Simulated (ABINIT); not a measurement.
# Ta: equation of state with r2SCAN

**What was measured.**

“Pressure effects on the electronic structure and superconductivity of (TaNb)0.67(HfZrTi)0.33 high entropy alloy”, 2019, arxiv:1910.08312 quotes, for a bulk crystal of Ta: bulk modulus 194 GPa.

Crystal: Ta.

```xyz
1
Lattice="-1.6513 1.6513 1.6513 1.6513 -1.6513 1.6513 1.6513 1.6513 -1.6513" Properties=species:S:1:pos:R:3 pbc="T T T"
Ta    0.0000    0.0000    0.0000
```

```json
{
 "Program": "ABINIT 10.8.3 (patched build)",
 "Task": "equation of state",
 "Functional": "r2SCAN",
 "Potentials or basis": "JTH PAW PBE v2.0",
 "Cutoff": "626 eV",
 "k mesh": "11 × 11 × 11",
 "Occupations": "fermi-dirac, width 0.05 eV",
 "Spin": "no spin polarisation",
 "Fine-grid cutoff": "1224.51 eV"
}
```

The equilibrium volume is 18.04 Å³/atom, the bulk modulus is 199 GPa and the pressure derivative of the bulk modulus is 3.2 (rough: it moves with the points fitted).

Energy against volume, from the lowest point:
| volume (Å³/atom) | energy (meV/atom) |
| --- | --- |
| 16.930 | 46.25 |
| 17.290 | 20.54 |
| 17.650 | 5.54 |
| 18.010 | 0.00 |
| 18.371 | 3.71 |
| 18.731 | 15.95 |
| 19.091 | 35.23 |

Wall time 2.3 min on 1 thread of Arm Neoverse V2 (shared host), peak memory 0.15 GiB.

Against the measured bulk modulus of Ta, 194 GPa (quoted in “Pressure effects on the electronic structure and superconductivity of (TaNb)0.67(HfZrTi)0.33 high entropy alloy”, 2019, arxiv:1910.08312), the calculated 199 GPa is off by +2.5 %. The fit is for a static lattice scaled at fixed shape and fixed fractional positions.

Caveat: pressures at fixed basis lie under the slope of the energies; the PAW data sets were made with another functional, which shifts forces and pressure a little. Spin-orbit coupling is left out, which matters for the levels of Ta.
